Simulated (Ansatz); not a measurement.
# ZnSnP2: the cost of one run

Program: Ansatz 0.2.0. Level of theory: DFT PBE, scalar-relativistic, plane waves, PAW. These are calculated values, not measurements.

## Step 1: Starting point

Symmetry: I-42d, No. 122, tetragonal system. The conventional cell has a = 5.648 Å, b = 5.648 Å, c = 11.324 Å, α = 90.00°, β = 90.00°, γ = 90.00°. Around Zn (site symmetry -4) lie 4 P at 2.38 Å. Around Sn (site symmetry -4) lie 4 P at 2.52 Å. P (site symmetry 2) has 2 Zn at 2.38 Å and 2 Sn at 2.52 Å as nearest neighbours.

Structure file:

```
CELL_PARAMETERS angstrom
-2.82375 2.82375 5.66217
2.82375 -2.82375 5.66217
2.82375 2.82375 -5.66217
ATOMIC_POSITIONS crystal
Zn 0.75000 0.25000 0.50000
Zn 0.00000 0.00000 0.00000
Sn 0.25000 0.75000 0.50000
Sn 0.50000 0.50000 0.00000
P 0.37500 0.35362 0.47862
P 0.64638 0.12500 0.02138
P 0.10362 0.62500 0.97862
P 0.87500 0.89638 0.52138
```

Source of the structure: the Materials Project (structure only).

(A quick probe on a coarse mesh, which set the mesh and smearing, is not shown.)

## Step 3: Relaxing cell and atoms

Input file input.yaml:

```yaml
crystal:
  lattice:
    - [-2.823750704, 2.823750704, 5.6621699048]
    - [2.823750704, -2.823750704, 5.6621699048]
    - [2.823750704, 2.823750704, -5.6621699048]
  atoms:
    - { symbol: Zn, position: [0.75, 0.25, 0.5] }
    - { symbol: Zn, position: [0.0, 0.0, 0.0] }
    - { symbol: Sn, position: [0.25, 0.75, 0.5] }
    - { symbol: Sn, position: [0.5, 0.5, 0.0] }
    - { symbol: P, position: [0.375, 0.35362308, 0.47862308] }
    - { symbol: P, position: [0.64637692, 0.125, 0.02137692] }
    - { symbol: P, position: [0.10362308, 0.625, 0.97862308] }
    - { symbol: P, position: [0.875, 0.89637692, 0.52137692] }
basis:
  ecutwfc: 420
kpoints:
  mp_grid: { grid: [8, 8, 8] }
hamiltonian:
  xc: pbe
scf:
  occupations: { method: gaussian, width: 0.02 }
output:
  forces: true
  stress: true
  eigenvalues: true
  write_density: true
  write_potential: true
  elf: true
  volumetric_format: npy
relax:
  adjacent_minimum: "off"
  f_tol: 0.005
  max_steps: 80
  cell: { stress_tol: 0.05 }
```

The run is started by

```
$ ansatz run input.yaml --threads 4 --pin off --max-ram 8192MiB --backend cpu --events-out ev --progress --plain --runs-dir out
```

**Question.** How long does this run take on 4 threads of Arm Neoverse V1, shared host, and how much memory does it need?

About 77 s, with a peak of 0.77 GiB.
